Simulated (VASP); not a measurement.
# InSe (P6_3/mmc) in VASP: a series of runs, part 2 of 2

VASP 6.6.1. The steps go on from the part before.

### Step 4. Relaxation of cell and atoms, PBE+D3(BJ)

The input, INCAR:

```
SYSTEM = InSe
ALGO = Normal ; EDIFF = 1E-6
EDIFFG = -0.01 ; ENCUT = 600
GGA = PE ; IBRION = 2
ISIF = 3 ; ISMEAR = 0
IVDW = 12 ; KPAR = 2
LASPH = .True. ; LCHARG = .False.
LREAL = .False. ; LWAVE = .False.
NELM = 80 ; NSW = 90
PREC = Accurate ; SIGMA = 0.03
```

The input, KPOINTS:

```
k-points
0
Gamma
  9 9 2
  0 0 0
```

The input, POSCAR:

```
InSe
1.0
    4.0500000000      0.0000000000      0.0000000000
   -2.0250000000      3.5074028853      0.0000000000
    0.0000000000      0.0000000000     16.9300000000
In Se
4 4
Direct
    0.3333333333      0.6666666667      0.1570000000
    0.6666666667      0.3333333333      0.6570000000
    0.3333333333      0.6666666667      0.3430000000
    0.6666666667      0.3333333333      0.8430000000
    0.3333333333      0.6666666667      0.6020000000
    0.6666666667      0.3333333333      0.1020000000
    0.3333333333      0.6666666667      0.8980000000
    0.6666666667      0.3333333333      0.3980000000
```

Potentials or basis: VASP PAW PBE potentials, release 64 (In_d, Se).

Launch:

```bash
cat potpaw_PBE.64/In_d/POTCAR potpaw_PBE.64/Se/POTCAR > POTCAR
mpirun -np 2 vasp_std > vasp.out
```

Wall time 31 min (2 MPI ranks of AMD EPYC 7R13 (Zen 3), shared host); peak memory 0.55 GiB.

The run converged. Its results:

| Property | Result |
| --- | --- |
| Free energy | -30.6951 eV |
| Relaxed volume | 29.51 Å³/atom |
| Relaxed cell | a = 4.033 Å, b = 4.033 Å, c = 16.757 Å, α = 90.00°, β = 90.00°, γ = 120.00° |
| Space group after relaxing (to 0.05 Å) | P6_3/mmc (No. 194) |
| Energy gained by relaxing | 235.5 meV/atom |
| Ionic steps | 21 |
| Pressure after relaxing | 0.0 GPa |
| Largest force after relaxing | 0.007 eV/Å |
| Band gap on the k mesh | 0.35 eV, direct |
| Dispersion energy per atom | -0.297 eV |

Forces in eV/Å, atoms in the order of the input:
```
In   0.000  0.000 -0.002
In   0.000  0.000 -0.002
In   0.000  0.000  0.002
In   0.000  0.000  0.002
Se   0.000  0.000  0.007
Se   0.000  0.000  0.007
Se   0.000  0.000 -0.007
Se   0.000  0.000 -0.007
```

The path:
```
step  energy change (eV)  largest force (eV/Å)  pressure (GPa)  volume (Å³)
   1              0.0000                2.9070            5.96       240.49
   2             -1.1000                0.2693           -4.41       280.98
   3             -1.3896                0.8298           -2.17       266.69
   4             -1.6667                0.3208           -1.19       254.23
   5             -1.7214                0.2780           -0.30       246.46
   6             -1.8289                0.3119            0.48       240.32
   7             -1.8499                0.3315            1.09       236.15
   8             -1.8674                0.1210           -0.64       241.08
   9             -1.8775                0.0468           -0.01       239.23
  10             -1.8775                0.0523            0.00       239.17
  11             -1.8785                0.0415           -0.02       239.09
  12             -1.8787                0.0737           -0.04       239.03
  13             -1.8794                0.0641           -0.03       238.81
  14             -1.8811                0.0509            0.01       238.16
  15             -1.8819                0.0736            0.11       236.84
  16             -1.8829                0.0475            0.03       236.93
  17             -1.8833                0.0253           -0.11       237.07
  18             -1.8834                0.0236           -0.09       237.05
  19             -1.8839                0.0262           -0.04       236.61
  20             -1.8842                0.0291            0.05       235.94
  21             -1.8843                0.0068           -0.01       236.05
```

Final structure:
```
In Se
1.0
     4.03306    0.00000    0.00000
    -2.01653    3.49273    0.00000
     0.00000    0.00000   16.75718
In Se
4 4
Direct
  0.33333 0.66667 0.16664
  0.66667 0.33333 0.66664
  0.33333 0.66667 0.33336
  0.66667 0.33333 0.83336
  0.33333 0.66667 0.58971
  0.66667 0.33333 0.08971
  0.33333 0.66667 0.91029
  0.66667 0.33333 0.41029
```

Levels at points of the mesh, in eV from the valence-band top:
| k point | band 36 | band 37 | band 38 | band 39 | band 40 | band 41 |
| --- | --- | --- | --- | --- | --- | --- |
| (0.00, 0.00, 0.00) | -1.09 | -1.09 | 0.00 | 0.35 | 1.74 | 2.12 |
| (0.00, 0.00, 0.50) | -1.12 | -0.92 | -0.92 | 1.22 | 1.22 | 2.13 |

Caveat: spin-orbit coupling is left out, which moves the levels of the heavy elements. Expect the measured gap to be larger: semilocal functionals such as PBE lack the derivative discontinuity.

### Step 5. Relaxation of cell and atoms, PBE+D3(BJ)

This run uses another cell than the first one, of 29.51 Å³/atom, 0.982 times its volume.

INCAR, as its differences from that of step 4:

```diff
@@ -1,4 +1,4 @@
 SYSTEM = InSe
-ALGO = Normal ; EDIFF = 1E-6
-EDIFFG = -0.01 ; ENCUT = 600
+ALGO = Normal ; EDIFF = 1E-7
+EDIFFG = -0.005 ; ENCUT = 600
 GGA = PE ; IBRION = 2
```

KPOINTS is that of step 4.

The input, POSCAR:

```
InSe                                    
1.0
    4.0330618129      0.0000000000     -0.0000000000
   -2.0165309064      3.4927339849     -0.0000000000
    0.0000000000      0.0000000000     16.7571760274
  In              Se            
     4     4
Direct
     0.3333333332999970    0.6666666667000030    0.1666362078983812
     0.6666666667000030    0.3333333332999970    0.6666362078983814
     0.3333333332999970    0.6666666667000030    0.3333637921016188
     0.6666666667000030    0.3333333332999970    0.8333637921016186
     0.3333333332999970    0.6666666667000030    0.5897063210942241
     0.6666666667000030    0.3333333332999970    0.0897063210942242
     0.3333333332999970    0.6666666667000030    0.9102936789057759
     0.6666666667000030    0.3333333332999970    0.4102936789057758
```

Launch:

```bash
cat potpaw_PBE.64/In_d/POTCAR potpaw_PBE.64/Se/POTCAR > POTCAR
mpirun -np 2 vasp_std > vasp.out
```

Wall time 5 min (2 MPI ranks of AMD EPYC 7R13 (Zen 3), shared host); peak memory 0.53 GiB.

It converged, with:

| Quantity | Value |
| --- | --- |
| Free energy | -30.6949 eV |
| Relaxed volume | 29.50 Å³/atom |
| Relaxed cell | a = 4.033 Å, b = 4.033 Å, c = 16.758 Å, α = 90.00°, β = 90.00°, γ = 120.00° |
| Space group after relaxing (to 0.05 Å) | P6_3/mmc (No. 194) |
| Energy gained by relaxing | 0.0 meV/atom |
| Ionic steps | 2 |
| Pressure after relaxing | 0.0 GPa |
| Largest force after relaxing | 0.004 eV/Å |
| Band gap on the k mesh | 0.35 eV, direct |
| Dispersion energy per atom | -0.297 eV |

Forces in eV/Å, atoms in the order of the input:
```
In   0.000  0.000  0.004
In   0.000  0.000  0.004
In   0.000  0.000 -0.004
In   0.000  0.000 -0.004
Se   0.000  0.000  0.003
Se   0.000  0.000  0.003
Se   0.000  0.000 -0.003
Se   0.000  0.000 -0.003
```

Final structure:
```yaml
crystal:
  lattice:
    - [4.03259, 0.00000, 0.00000]
    - [-2.01630, 3.49233, 0.00000]
    - [0.00000, 0.00000, 16.75789]
  atoms:
    - { symbol: In, position: [0.33333, 0.66667, 0.16663] }
    - { symbol: In, position: [0.66667, 0.33333, 0.66663] }
    - { symbol: In, position: [0.33333, 0.66667, 0.33337] }
    - { symbol: In, position: [0.66667, 0.33333, 0.83337] }
    - { symbol: Se, position: [0.33333, 0.66667, 0.58973] }
    - { symbol: Se, position: [0.66667, 0.33333, 0.08973] }
    - { symbol: Se, position: [0.33333, 0.66667, 0.91027] }
    - { symbol: Se, position: [0.66667, 0.33333, 0.41027] }
```

Levels at points of the mesh, in eV from the valence-band top:
| k point | band 36 | band 37 | band 38 | band 39 | band 40 | band 41 |
| --- | --- | --- | --- | --- | --- | --- |
| (0.00, 0.00, 0.00) | -1.09 | -1.09 | 0.00 | 0.35 | 1.73 | 2.12 |
| (0.00, 0.00, 0.50) | -1.12 | -0.92 | -0.92 | 1.22 | 1.22 | 2.13 |

Caveat: spin-orbit coupling is left out, which moves the levels of the heavy elements.

### Step 6. Relaxation of cell and atoms, LDA

The input, INCAR:

```
SYSTEM = InSe
PREC = Accurate ; ENCUT = 600
EDIFF = 1E-6 ; ISMEAR = 0
SIGMA = 0.03 ; LREAL = .FALSE.
LASPH = .TRUE. ; NELM = 80
ALGO = Normal ; ISIF = 3
LWAVE = .FALSE. ; LCHARG = .FALSE.
GGA = CA ; IBRION = 2
NSW = 90 ; EDIFFG = -0.01
KPAR = 2
```

The input, KPOINTS:

```
Automatic mesh
0
G
  9 9 2
  0 0 0
```

The input, POSCAR:

```
InSe
1.0
    4.0500000000      0.0000000000      0.0000000000
   -2.0250000000      3.5074028853      0.0000000000
    0.0000000000      0.0000000000     16.9300000000
In Se
4 4
Direct
    0.3333333333      0.6666666667      0.1570000000
    0.6666666667      0.3333333333      0.6570000000
    0.3333333333      0.6666666667      0.3430000000
    0.6666666667      0.3333333333      0.8430000000
    0.3333333333      0.6666666667      0.6020000000
    0.6666666667      0.3333333333      0.1020000000
    0.3333333333      0.6666666667      0.8980000000
    0.6666666667      0.3333333333      0.3980000000
```

Potentials or basis: VASP PAW LDA potentials, release 64 (In_d, Se).

Launch:

```bash
cat potpaw_LDA.64/In_d/POTCAR potpaw_LDA.64/Se/POTCAR > POTCAR
mpirun -np 2 vasp_std > vasp.out
```

Run time: 36 min. Hardware: 2 MPI ranks of Intel Xeon Platinum 8488C (Sapphire Rapids), shared host; peak memory 0.52 GiB.

Results (log left out):

| Quantity | Value |
| --- | --- |
| Free energy | -33.3294 eV |
| Relaxed volume | 28.09 Å³/atom |
| Relaxed cell | a = 3.968 Å, b = 3.968 Å, c = 16.484 Å, α = 90.00°, β = 90.00°, γ = 120.00° |
| Space group after relaxing (to 0.05 Å) | P6_3/mmc (No. 194) |
| Energy gained by relaxing | 201.5 meV/atom |
| Ionic steps | 24 |
| Pressure after relaxing | 0.0 GPa |
| Largest force after relaxing | 0.005 eV/Å |
| Band gap on the k mesh | 0.30 eV, direct |

Forces on the atoms (eV/Å):
```
In   0.000  0.000 -0.005
In   0.000  0.000 -0.005
In   0.000  0.000  0.005
In   0.000  0.000  0.005
Se   0.000  0.000  0.001
Se   0.000  0.000  0.001
Se   0.000  0.000 -0.001
Se   0.000  0.000 -0.001
```

Step by step:
```tsv
step	energy change (eV)	largest force (eV/Å)	pressure (GPa)	volume (Å³)
1	0.0000	2.6343	3.47	240.49
2	-0.9462	0.2471	-4.28	263.56
3	-1.0242	0.8227	-2.99	258.06
4	-1.3972	0.2735	-1.33	241.65
5	-1.4222	0.2951	-0.62	236.81
6	-1.5404	0.3988	0.65	229.78
7	-1.5496	0.4564	1.22	227.00
8	-1.5960	0.0465	-0.41	229.96
9	-1.5993	0.1014	-0.11	229.37
10	-1.6028	0.0532	-0.11	228.74
11	-1.6028	0.0586	-0.10	228.72
12	-1.6039	0.0580	0.03	227.95
13	-1.6045	0.0911	0.26	226.62
14	-1.6050	0.0894	0.27	226.53
15	-1.6063	0.0823	0.26	226.27
16	-1.6085	0.0678	0.23	225.74
17	-1.6113	0.0386	0.20	224.69
18	-1.6094	0.0277	0.16	222.58
19	-1.6118	0.0189	0.19	224.03
20	-1.6122	0.0186	-0.01	224.94
21	-1.6122	0.0140	-0.02	224.83
22	-1.6122	0.0116	0.00	224.72
23	-1.6122	0.0112	0.02	224.71
24	-1.6122	0.0054	0.02	224.75
```

Final structure:
```
CELL_PARAMETERS angstrom
3.96779 0.00000 0.00000
-1.98389 3.43620 0.00000
0.00000 0.00000 16.48402
ATOMIC_POSITIONS crystal
In 0.33333 0.66667 0.16677
In 0.66667 0.33333 0.66677
In 0.33333 0.66667 0.33323
In 0.66667 0.33333 0.83323
Se 0.33333 0.66667 0.58942
Se 0.66667 0.33333 0.08942
Se 0.33333 0.66667 0.91058
Se 0.66667 0.33333 0.41058
```

Levels at points of the mesh, in eV from the valence-band top:
```csv
k point,band 36,band 37,band 38,band 39,band 40,band 41
"(0.00, 0.00, 0.00)",-1.11,-1.11,0.00,0.30,1.76,2.04
"(0.00, 0.00, 0.50)",-1.14,-1.02,-1.02,1.23,1.23,2.06
```

Caveat: spin-orbit coupling is left out, which moves the levels of the heavy elements. LDA usually gives volumes a few per cent too small.

### Step 7. Summary

| level | potentials or basis | k mesh | cutoff (eV) | gap on the mesh (eV) | pressure (GPa) | relaxed volume (Å³/atom) |
| --- | --- | --- | --- | --- | --- | --- |
| PBE | VASP PAW PBE potentials, release 64 (In, Se) | 5 × 5 × 1 | 300 | 0.85 | 0.0 | 34.52 |
| PBE+D3(BJ) | VASP PAW PBE potentials, release 64 (In_d, Se) | 9 × 9 × 2 | 600 | 0.35 | 0.0 | 29.50 |
| LDA | VASP PAW LDA potentials, release 64 (In_d, Se) | 9 × 9 × 2 | 600 | 0.30 | 0.0 | 28.09 |

Alike in all rows: task relaxation of cell and atoms; no spin polarisation; cell relaxed; smearing gaussian 0.03 eV.

Caveats: spin-orbit coupling is left out, which moves the levels of the heavy elements; this functional lacks dispersion, which binds the layers, so the pressure and a relaxed spacing across them are unreliable (some runs).

Total energies depend on the potentials used, so only differences within one code and one set of settings carry meaning.
